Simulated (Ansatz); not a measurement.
La: energy less free atoms and pressure against volume scale

Results calculated with Ansatz 0.2.0, not measured. Periodic Kohn-Sham DFT of a crystal at fixed atoms, scaled to volume_scale times the given cell; pressure positive in compression, energy less spherical unpolarised free atoms, largest_vzz the field gradient of largest size among the nuclei.

The cell before it is scaled or strained (space group P6_3/mmc, No. 194):
```
CELL_PARAMETERS angstrom
3.75000 0.00000 0.00000
-1.87500 3.24760 0.00000
0.00000 0.00000 6.07000
ATOMIC_POSITIONS crystal
La 0.33333 0.66667 0.25000
La 0.66667 0.33333 0.75000
```

Settings of every row: method all-electron LAPW; functional LDA; relativity scalar; k mesh 11x11x6; filling fermi-dirac; smearing width 0.05 eV; basis error target 0.25 meV/atom; nucleus gaussian.

Atom start moment: 0 on all atoms.

Limits: no spin-orbit coupling on heavy atoms.

```csv
row,volume scale,V (Å³/atom),energy less free atoms (eV/atom),pressure (GPa)
1,0.94,34.744,-5.5012,-1.603
2,0.96,35.483,?,?
3,0.98,36.223,-5.4819,-2.565
4,0.99,36.592,-5.4757,-2.784
5,1,36.962,-5.4691,-2.995
6,1.01,37.331,-5.4619,-3.199
7,1.02,37.701,-5.4543,-3.396
8,1.04,38.44,-5.4378,-3.768
9,1.06,39.179,-5.4196,-4.116
```

Question: what energy less free atoms and pressure should row 2 give?

Worked fit of energy less free atoms. Take u = (V_r/V)^(2/3) − 1 with V_r = 37.147 Å³ an atom, which is twice the finite (Eulerian) strain; such expansions in the strain, on which the Birch-Murnaghan equation of state is built, carry the rest volume and the bulk modulus. The shown rows have u = 0.04559, 0.01693, 0.01009, 0.00333, -0.00329, -0.00982, -0.02255, -0.03488. Least squares give energy less free atoms = −5.46554 − 1.0774 × u + 6.698 × u² − 4.9 × u³ eV/atom; a parabola predicts inner rows, each left out in turn, worse (root mean square 8e-05 against 3.9e-05 eV/atom). All shown rows lie on it to the printed digit. The withheld row has u = 0.03102, so the fit gives −5.46554 − 1.0774 × (0.03102) + 6.698 × (0.03102)² − 4.9 × (0.03102)³ = -5.4927 eV/atom.

The calculation gave -5.4927 eV/atom. The fit meets it to the printed digit.

Worked fit of pressure. Take u = (V_r/V)^(2/3) − 1 with V_r = 37.147 Å³ an atom, which is twice the finite (Eulerian) strain; such expansions in the strain, on which the Birch-Murnaghan equation of state is built, carry the rest volume and the bulk modulus. The shown rows have u = 0.04559, 0.01693, 0.01009, 0.00333, -0.00329, -0.00982, -0.02255, -0.03488. Least squares give pressure = −3.0983 + 30.741 × u + 45.1 × u² GPa; a straight line predicts inner rows, each left out in turn, worse (root mean square 0.023 against 0.00047 GPa). The rows lie off it by 0.000, 0.000, 0.000, 0.000, 0.000, 0.000, 0.001, 0.000. The withheld row has u = 0.03102, so the fit gives −3.0983 + 30.741 × (0.03102) + 45.1 × (0.03102)² = -2.101 GPa.

The calculation gave -2.103 GPa. The fit lies 0.002 GPa (0.08 % of the column's range) above it; its largest miss of a shown row is 0.001 GPa.
